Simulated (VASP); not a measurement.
# A single sheet of Bi2Se3: what the settings do to the level below the vacuum, part 3 of 5

Wanted: the error that each setting leaves in the work function or ionisation potential of a single sheet of Bi2Se3.

VASP 6.6.1, plane waves and PAW; the level of theory is named at each step.

So far. Step 9 (Another vacuum, vacuum width 24): Against the base run its depth below the vacuum changes by -0.00 eV and the energy by -0.1 meV an atom.

## Step 11: A lower cutoff, ENCUT 210

Level of this step: PBE; plane waves and PAW (Se, Bi) (VASP).

A lower cutoff is cheaper, and the test is whether a potential difference survives it better than the total energy.

Contents of INCAR:

```
SYSTEM = Bi2Se3
PREC = Normal
ENCUT = 210
EDIFF = 1E-06
NELM = 120
ISMEAR = 0
SIGMA = 0.05
LREAL = .FALSE.
ALGO = Normal
GGA = PE
NBANDS = 20
LORBIT = 11
LWAVE = .FALSE.
LCHARG = .FALSE.
KPAR = 4
LASPH = .TRUE.
IDIPOL = 3
LDIPOL = .TRUE.
DIPOL = 0.5 0.5 0.5
LVHAR = .TRUE.
LVACPOTAV = .TRUE.
```

Contents of POSCAR:

```
Bi2Se3
1.0
    4.1430000000      0.0000000000      0.0000000000
   -2.0715000000      3.5879432480      0.0000000000
    0.0000000000      0.0000000000     21.9661842666
Se Bi
3 2
Direct
    0.3333333330      0.6666666670      0.6585660980
    0.6666666670      0.3333333330      0.5000000000
    0.0000000000      0.0000000000      0.3414339020
    0.0000000000      0.0000000000      0.5879522560
    0.3333333330      0.6666666670      0.4120477440
```

Contents of KPOINTS:

```
Automatic mesh
0
Gamma
9 9 1
0 0 0
```

PAW data sets: Se and Bi (PBE family, release 64).

Started as:

```sh
$ mpirun -np 4 vasp_std
```

The log of the run:

```text
[... set-up lines as in an earlier step ...]
 entering main loop
       N       E                     dE             d eps       ncg     rms          rms(c)
DAV:   1     0.136925155122E+03    0.13693E+03   -0.60806E+03   480   0.507E+02
DAV:   2    -0.363144981792E+01   -0.14056E+03   -0.13782E+03   716   0.141E+02
DAV:   3    -0.203706795351E+02   -0.16739E+02   -0.16587E+02   572   0.566E+01
DAV:   4    -0.210299706821E+02   -0.65929E+00   -0.65765E+00   700   0.123E+01
[...]
DAV:  18    -0.201920410529E+02   -0.69454E-05   -0.27459E-07   396   0.227E-03    0.778E-04
DAV:  19    -0.201920435626E+02   -0.25097E-05   -0.81067E-08   308   0.129E-03    0.695E-04
DAV:  20    -0.201920437210E+02   -0.15833E-06   -0.19313E-08   264   0.693E-04
 [... a notice as in an earlier step ...]

   1 F= -.20192044E+02 E0= -.20192044E+02  d E =-.216482E-15
```

Wall time 4.8 s (4 MPI ranks of Intel Xeon 6975P-C (Granite Rapids), shared host); peak memory 0.6 GiB; 16 s of CPU time.

OUTCAR, selected parts (step 11):

```text
  Total        1.2197386      1.2197386      1.0810377      0.0000000      0.0000000      0.0000000
  in kB        5.9849737      5.9849737      5.3044004      0.0000000      0.0000000      0.0000000
  external PRESSURE =       5.7581159 kB  Pullay stress =       0.0000000 kB

 POSITION                                       TOTAL-FORCE (eV/Angst)
 -----------------------------------------------------------------------------------
     -0.00000      2.39196     14.46618         0.000000      0.000000      0.255441
      2.07150      1.19598     10.98309         0.000000      0.000000     -0.000000
      0.00000      0.00000      7.50000        -0.000000      0.000000     -0.255441
      0.00000      0.00000     12.91507        -0.000000      0.000000     -0.076767
     -0.00000      2.39196      9.05112         0.000000      0.000000      0.076767
 -----------------------------------------------------------------------------------
    total drift:                               -0.000001      0.000001     -0.000654

  FREE ENERGIE OF THE ION-ELECTRON SYSTEM (eV)
  ---------------------------------------------------
  free  energy   TOTEN  =       -20.1920437210 eV

  energy  without entropy=      -20.1920437210  energy(sigma->0) =      -20.19204372

[... 1 part as in an earlier step ...]

[... 2 further parts left out ...]
[key lines of the parts left out:]
E-fermi :  -1.4324
```

Numbers from this step:

| Item | Value |
| --- | --- |
| free energy (TOTEN) | -20.19 eV |
| Fermi energy | -1.432 eV |
| dipole moment | 0, 0, -1.70e-5 e·Å |
| vacuum levels | 4.243, 4.243 eV |
| ionisation potentials of the upper and lower face | 5.949, 5.949 eV |
| electron affinities of the upper and lower face | 5.078, 5.078 eV |
| highest filled level below the vacuum | 5.949 eV |
| gap on the k-mesh | 0.8706 eV |
| least direct gap on the k-mesh | 1.282 eV |

Against the base run its depth below the vacuum changes by -0.01 eV and the energy by +1.6 meV an atom.

## Step 12: A lower cutoff, ENCUT 280

INCAR: that of step 11 with these lines changed.

```diff
@@ -2,3 +2,3 @@
 PREC = Normal
-ENCUT = 210
+ENCUT = 280
 EDIFF = 1E-06
```

POSCAR is that of step 11.

KPOINTS is that of step 11.

Started as:

```sh
$ mpirun -np 4 vasp_std
```

The log of the run:

```text
[... set-up lines as in an earlier step ...]
 entering main loop
       N       E                     dE             d eps       ncg     rms          rms(c)
DAV:   1     0.153765006324E+03    0.15377E+03   -0.68416E+03   480   0.634E+02
DAV:   2    -0.139064381881E+01   -0.15516E+03   -0.15192E+03   748   0.151E+02
DAV:   3    -0.203344702892E+02   -0.18944E+02   -0.18730E+02   580   0.606E+01
DAV:   4    -0.210463580937E+02   -0.71189E+00   -0.71050E+00   736   0.130E+01
[...]
DAV:  18    -0.201997252379E+02   -0.12084E-04   -0.38394E-07   408   0.241E-03    0.862E-04
DAV:  19    -0.201997273383E+02   -0.21004E-05   -0.53203E-08   312   0.111E-03    0.647E-04
DAV:  20    -0.201997275372E+02   -0.19895E-06   -0.18181E-08   264   0.670E-04
 [... a notice as in an earlier step ...]

   1 F= -.20199728E+02 E0= -.20199728E+02  d E =-.196242E-15
```

It took 6.2 s on 4 MPI ranks; peak memory 0.72 GiB; 22 s of CPU time.

OUTCAR, selected parts (step 12):

```text
  Total        1.5869593      1.5869593      1.4455141     -0.0000000      0.0000000      0.0000000
  in kB        7.7868402      7.7868402      7.0928014     -0.0000000      0.0000000      0.0000000
  external PRESSURE =       7.5554939 kB  Pullay stress =       0.0000000 kB

 POSITION                                       TOTAL-FORCE (eV/Angst)
 -----------------------------------------------------------------------------------
     -0.00000      2.39196     14.46618        -0.000000      0.000000      0.249224
      2.07150      1.19598     10.98309         0.000000      0.000000      0.000000
      0.00000      0.00000      7.50000         0.000000     -0.000000     -0.249224
      0.00000      0.00000     12.91507         0.000000     -0.000000     -0.071277
     -0.00000      2.39196      9.05112         0.000000      0.000000      0.071277
 -----------------------------------------------------------------------------------
    total drift:                                0.000000     -0.000000      0.000000

  FREE ENERGIE OF THE ION-ELECTRON SYSTEM (eV)
  ---------------------------------------------------
  free  energy   TOTEN  =       -20.1997275372 eV

  energy  without entropy=      -20.1997275372  energy(sigma->0) =      -20.19972754

[... 1 part as in an earlier step ...]

[... 2 further parts left out ...]
[key lines of the parts left out:]
E-fermi :  -1.4334
```

Numbers from this step:

* free energy (TOTEN): -20.20 eV
* Fermi energy: -1.433 eV
* dipole moment: 0, 0, 0 e·Å
* vacuum levels: 4.246, 4.246 eV
* ionisation potentials of the upper and lower face: 5.953, 5.953 eV
* electron affinities of the upper and lower face: 5.081, 5.081 eV
* highest filled level below the vacuum: 5.953 eV
* gap on the k-mesh: 0.8721 eV
* least direct gap on the k-mesh: 1.284 eV

Against the base run its depth below the vacuum changes by -0.00 eV and the energy by +0.1 meV an atom.

## Step 13: Another smearing width, SIGMA 0.02

The width trades sharpness at the Fermi level against the mesh needed.

INCAR: that of step 12 with these lines changed.

```diff
@@ -2,3 +2,3 @@
 PREC = Normal
-ENCUT = 280
+ENCUT = 350
 EDIFF = 1E-06
@@ -6,3 +6,3 @@
 ISMEAR = 0
-SIGMA = 0.05
+SIGMA = 0.02
 LREAL = .FALSE.
```

POSCAR is that of step 12.

KPOINTS is that of step 12.

Started as:

```sh
$ mpirun -np 4 vasp_std
```

The log of the run:

```text
[... set-up lines as in an earlier step ...]
 entering main loop
       N       E                     dE             d eps       ncg     rms          rms(c)
DAV:   1     0.169931231817E+03    0.16993E+03   -0.75980E+03   480   0.755E+02
DAV:   2     0.139380588294E+01   -0.16854E+03   -0.16466E+03   764   0.158E+02
DAV:   3    -0.202247738527E+02   -0.21619E+02   -0.21356E+02   572   0.648E+01
DAV:   4    -0.210405799957E+02   -0.81581E+00   -0.81318E+00   708   0.142E+01
[... 3 cycles as in an earlier step ...]
DAV:   8    -0.202020939683E+02   -0.11183E-01   -0.80589E-02   536   0.138E+00    0.642E-01
DAV:   9    -0.201994834243E+02    0.26105E-02   -0.75221E-03   616   0.666E-01    0.269E-01
[... 3 cycles as in an earlier step ...]
DAV:  13    -0.201998575266E+02   -0.23225E-04   -0.10264E-05   600   0.153E-02    0.120E-02
DAV:  14    -0.201999123764E+02   -0.54850E-04   -0.57387E-06   580   0.119E-02    0.672E-03
DAV:  15    -0.201999173803E+02   -0.50040E-05   -0.65636E-07   348   0.456E-03    0.261E-03
DAV:  16    -0.201999599496E+02   -0.42569E-04   -0.20655E-06   468   0.529E-03    0.277E-03
DAV:  17    -0.201999650731E+02   -0.51235E-05   -0.13230E-07   348   0.168E-03    0.245E-03
DAV:  18    -0.201999767995E+02   -0.11726E-04   -0.33487E-07   392   0.236E-03    0.696E-04
DAV:  19    -0.201999795641E+02   -0.27646E-05   -0.62227E-08   332   0.112E-03    0.761E-04
DAV:  20    -0.201999798628E+02   -0.29876E-06   -0.19057E-08   288   0.682E-04
 [... a notice as in an earlier step ...]

   1 F= -.20199980E+02 E0= -.20199980E+02  d E =-.701817E-25
```

Run time: 8 s. Hardware: 4 MPI ranks; peak memory 0.86 GiB; 28 s of CPU time.

Parts of OUTCAR (step 13):

```text
  Total        1.5790618      1.5790618      1.4414906      0.0000000      0.0000000      0.0000000
  in kB        7.7480889      7.7480889      7.0730590      0.0000000      0.0000000      0.0000000
  external PRESSURE =       7.5230789 kB  Pullay stress =       0.0000000 kB

 POSITION                                       TOTAL-FORCE (eV/Angst)
 -----------------------------------------------------------------------------------
     -0.00000      2.39196     14.46618         0.000000     -0.000000      0.248222
      2.07150      1.19598     10.98309         0.000000     -0.000000      0.000000
      0.00000      0.00000      7.50000        -0.000000      0.000000     -0.248222
      0.00000      0.00000     12.91507        -0.000000      0.000000     -0.070671
     -0.00000      2.39196      9.05112         0.000000     -0.000000      0.070671
 -----------------------------------------------------------------------------------
    total drift:                                0.000000      0.000000      0.000120

  FREE ENERGIE OF THE ION-ELECTRON SYSTEM (eV)
  ---------------------------------------------------
  free  energy   TOTEN  =       -20.1999798628 eV

  energy  without entropy=      -20.1999798628  energy(sigma->0) =      -20.19997986

[... 2 parts as in an earlier step ...]

[... 1 further part left out ...]
[key lines of the parts left out:]
E-fermi :  -1.5648
```

Numbers from this step:

| Item | Value |
| --- | --- |
| Fermi energy | -1.565 eV |
| dipole moment | 0, 0, 3.00e-6 e·Å |
| vacuum levels | 4.248, 4.248 eV |
| ionisation potentials of the upper and lower face | 5.955, 5.955 eV |
| electron affinities of the upper and lower face | 5.083, 5.083 eV |
| highest filled level below the vacuum | 5.955 eV |
| least direct gap on the k-mesh | 1.283 eV |

Against the base run its depth below the vacuum changes by +0.00 eV and the energy by +0.0 meV an atom.

## Step 14: Another smearing width, SIGMA 0.4

INCAR: that of step 13 with these lines changed.

```diff
@@ -6,3 +6,3 @@
 ISMEAR = 0
-SIGMA = 0.02
+SIGMA = 0.4
 LREAL = .FALSE.
```

POSCAR is that of step 13.

KPOINTS is that of step 13.

Started as:

```sh
$ mpirun -np 4 vasp_std
```

The log of the run:

```text
[... set-up lines as in an earlier step ...]
 entering main loop
       N       E                     dE             d eps       ncg     rms          rms(c)
DAV:   1     0.169771636160E+03    0.16977E+03   -0.75980E+03   480   0.755E+02
DAV:   2     0.138698170721E+01   -0.16838E+03   -0.16437E+03   764   0.158E+02
DAV:   3    -0.202249329267E+02   -0.21612E+02   -0.21336E+02   572   0.648E+01
DAV:   4    -0.210407186760E+02   -0.81579E+00   -0.81316E+00   708   0.142E+01
[...]
DAV:  18    -0.202014808738E+02   -0.11908E-04   -0.34408E-07   392   0.237E-03    0.683E-04
DAV:  19    -0.202014834862E+02   -0.26124E-05   -0.56646E-08   340   0.109E-03    0.693E-04
DAV:  20    -0.202014837515E+02   -0.26538E-06   -0.18465E-08   288   0.659E-04
 [... a notice as in an earlier step ...]

   1 F= -.20201484E+02 E0= -.20197721E+02  d E =-.752507E-02
```

It took 8 s on 4 MPI ranks; peak memory 0.87 GiB.

OUTCAR, selected parts (step 14):

```text
  Total        1.5929685      1.5929685      1.4154985     -0.0000000     -0.0000000      0.0000000
  in kB        7.8163256      7.8163256      6.9455217     -0.0000000     -0.0000000      0.0000000
  external PRESSURE =       7.5260577 kB  Pullay stress =       0.0000000 kB

 POSITION                                       TOTAL-FORCE (eV/Angst)
 -----------------------------------------------------------------------------------
     -0.00000      2.39196     14.46618        -0.000000     -0.000000      0.244168
      2.07150      1.19598     10.98309         0.000000     -0.000000      0.000000
      0.00000      0.00000      7.50000        -0.000000      0.000000     -0.244168
      0.00000      0.00000     12.91507        -0.000000      0.000000     -0.070080
     -0.00000      2.39196      9.05112         0.000000     -0.000000      0.070080
 -----------------------------------------------------------------------------------
    total drift:                                0.000000      0.000000      0.000120

  FREE ENERGIE OF THE ION-ELECTRON SYSTEM (eV)
  ---------------------------------------------------
  free  energy   TOTEN  =       -20.2014837515 eV

  energy  without entropy=      -20.1939586864  energy(sigma->0) =      -20.19772122

[... 2 parts as in an earlier step ...]

[... 1 further part left out ...]
[key lines of the parts left out:]
E-fermi :  -1.0480
```

This step gave:

| Property | Result |
| --- | --- |
| energy at zero smearing | -20.20 eV |
| Fermi energy | -1.048 eV |
| vacuum levels | 4.247, 4.247 eV |
| ionisation potentials of the upper and lower face | 5.954, 5.954 eV |
| electron affinities of the upper and lower face | 5.081, 5.081 eV |
| highest filled level below the vacuum | 5.954 eV |
| gap on the k-mesh | 0.8736 eV |
| least direct gap on the k-mesh | 1.285 eV |

Against the base run its depth below the vacuum changes by -0.00 eV and the energy by +0.5 meV an atom.

## Step 15: Another level, functional LDA, disp none

This step: LDA; plane waves and PAW (Se, Bi) (VASP 6.6.1).

Beside the numerical settings stands the choice of exchange and correlation.

INCAR: that of step 14 with these lines changed.

```diff
@@ -6,6 +6,6 @@
 ISMEAR = 0
-SIGMA = 0.4
+SIGMA = 0.05
 LREAL = .FALSE.
 ALGO = Normal
-GGA = PE
+GGA = CA
 NBANDS = 20
```

POSCAR is that of step 14.

KPOINTS is that of step 14.

Started as:

```sh
$ mpirun -np 4 vasp_std
```

The log of the run:

```text
[banner, memory and clock lines left out]
running    4 mpi-ranks, on    1 nodes
 distrk:  each k-point on    1 cores,    4 groups
 distr:  one band on    1 cores,    1 groups

 POSCAR found type information on POSCAR SeBi
 POSCAR found :  2 types and       5 ions
|                                                                             |
|               ----> ADVICE to this user running VASP <----                  |
|                                                                             |
|     You enforced a specific xc type in the INCAR file but a different       |
|     [... a line on the potential file left out ...]
|     I HOPE YOU KNOW WHAT YOU ARE DOING!                                     |
|                                                                             |

 LDA part: xc-table for (Slater(with rela. corr.)+CA(PZ))
 , standard interpolation
 POSCAR, INCAR and KPOINTS ok, starting setup
 FFT: planning ... GRIDC
 FFT: planning ... GRID_SOFT
 FFT: planning ... GRID
 WAVECAR not read
 entering main loop
       N       E                     dE             d eps       ncg     rms          rms(c)
DAV:   1     0.168105993168E+03    0.16811E+03   -0.76158E+03   480   0.755E+02
DAV:   2    -0.135787451262E+01   -0.16946E+03   -0.16567E+03   760   0.159E+02
DAV:   3    -0.232376836677E+02   -0.21880E+02   -0.21609E+02   572   0.653E+01
DAV:   4    -0.240922080324E+02   -0.85452E+00   -0.85202E+00   708   0.145E+01
DAV:   5    -0.241038744371E+02   -0.11666E-01   -0.11656E-01   652   0.157E+00    0.643E+00
DAV:   6    -0.232398232285E+02    0.86405E+00   -0.22983E+00   516   0.630E+00    0.344E+00
DAV:   7    -0.232202577759E+02    0.19565E-01   -0.43485E-01   552   0.347E+00    0.202E+00
DAV:   8    -0.232210596093E+02   -0.80183E-03   -0.65885E-02   536   0.127E+00    0.619E-01
DAV:   9    -0.232183766780E+02    0.26829E-02   -0.70398E-03   568   0.591E-01    0.259E-01
DAV:  10    -0.232185295180E+02   -0.15284E-03   -0.34632E-03   536   0.318E-01    0.129E-01
DAV:  11    -0.232184479273E+02    0.81591E-04   -0.45795E-04   540   0.104E-01    0.848E-02
DAV:  12    -0.232184767947E+02   -0.28867E-04   -0.92524E-05   700   0.446E-02    0.142E-02
DAV:  13    -0.232184905514E+02   -0.13757E-04   -0.12813E-05   540   0.179E-02    0.142E-02
DAV:  14    -0.232185192323E+02   -0.28681E-04   -0.23842E-06   476   0.722E-03    0.652E-03
DAV:  15    -0.232185280076E+02   -0.87753E-05   -0.29451E-07   292   0.316E-03    0.144E-03
DAV:  16    -0.232185568345E+02   -0.28827E-04   -0.79424E-07   412   0.350E-03    0.162E-03
DAV:  17    -0.232185695381E+02   -0.12704E-04   -0.18738E-07   352   0.161E-03    0.107E-03
DAV:  18    -0.232185786048E+02   -0.90667E-05   -0.22241E-07   376   0.152E-03    0.112E-03
DAV:  19    -0.232185811802E+02   -0.25754E-05   -0.58656E-08   340   0.940E-04    0.253E-04
DAV:  20    -0.232185812586E+02   -0.78415E-07   -0.10331E-08   264   0.426E-04
 [... a notice as in an earlier step ...]

   1 F= -.23218581E+02 E0= -.23218581E+02  d E =-.645362E-11
```

Elapsed: 5.8 s, on 4 MPI ranks; peak memory 0.73 GiB; 20 s of CPU time.

OUTCAR, selected parts (step 15):

```text
   NELECT =      28.0000    total number of electrons

 E-fermi :  -1.7186

 k-point     1 :       0.0000    0.0000    0.0000
  band No.  band energies     occupation
    ...
     10      -3.0212      2.00000
     11      -2.6664      2.00000
     12      -2.5960      2.00000
     13      -2.5960      2.00000
     14      -2.3813      2.00000
     15      -1.1978      0.00000
     16       0.1609      0.00000
     17       0.1609      0.00000
     18       0.6250      0.00000
     19       1.1584      0.00000
    ...

  Total       -1.7215035     -1.7215035     -1.2618071     -0.0000000      0.0000000      0.0000000
  in kB       -8.4470171     -8.4470171     -6.1913936     -0.0000000      0.0000000      0.0000000
  external PRESSURE =      -7.6951426 kB  Pullay stress =       0.0000000 kB

 POSITION                                       TOTAL-FORCE (eV/Angst)
 -----------------------------------------------------------------------------------
     -0.00000      2.39196     14.46618        -0.000000      0.000000     -0.131804
      2.07150      1.19598     10.98309         0.000000      0.000000      0.000000
      0.00000      0.00000      7.50000         0.000000      0.000000      0.131804
      0.00000      0.00000     12.91507        -0.000000      0.000000     -0.081617
     -0.00000      2.39196      9.05112         0.000000      0.000000      0.081617
 -----------------------------------------------------------------------------------
    total drift:                                0.000000      0.000000      0.000094

  FREE ENERGIE OF THE ION-ELECTRON SYSTEM (eV)
  ---------------------------------------------------
  free  energy   TOTEN  =       -23.2185812586 eV

  energy  without entropy=      -23.2185812586  energy(sigma->0) =      -23.21858126

 vacuum level on the upper side and lower side of the slab         4.228         4.228

[... 10 parts as in an earlier step ...]

[... 8 further parts left out ...]
```

The PAW data sets were made with PBE, though LDA sets exist; this is a small mismatch.

This step gave:

```
free energy (TOTEN)                               : -23.22 eV
Fermi energy                                      : -1.719 eV
vacuum levels                                     : 4.228, 4.228 eV
ionisation potentials of the upper and lower face : 6.168, 6.168 eV
electron affinities of the upper and lower face   : 5.426, 5.426 eV
highest filled level below the vacuum             : 6.168 eV
gap on the k-mesh                                 : 0.7426 eV
least direct gap on the k-mesh                    : 1.183 eV
```

Force by atom:

| atom | x (eV/Å) | y (eV/Å) | z (eV/Å) | size |
| --- | --- | --- | --- | --- |
| Se1 | 0.000 | 0.000 | -0.132 | 0.132 |
| Se2 | 0.000 | 0.000 | 0.000 | 0.000 |
| Se3 | 0.000 | 0.000 | 0.132 | 0.132 |
| Bi4 | 0.000 | 0.000 | -0.082 | 0.082 |
| Bi5 | 0.000 | 0.000 | 0.082 | 0.082 |

Against the base run its depth below the vacuum changes by +0.21 eV.

(Part 3 of 5 ends here.)

[Lines on the potential files, build, host, timing and source positions are cut from VASP's logs without a mark.]

[Logs are printed without paths, hosts, clocks, repeated set-up lines and the standing remarks that a program may print on its own settings, such as how far it seeks lower states.]

[Hosts, paths, dates, database ids (printed as entryN), source tags and the programs' standing remarks are cut or masked in the printed files.]

[In band tables of VASP the shares of atoms and orbitals are scaled to a sum of 1 inside the atoms' spheres.]

[Runs that stopped without an error message from VASP are left out.]
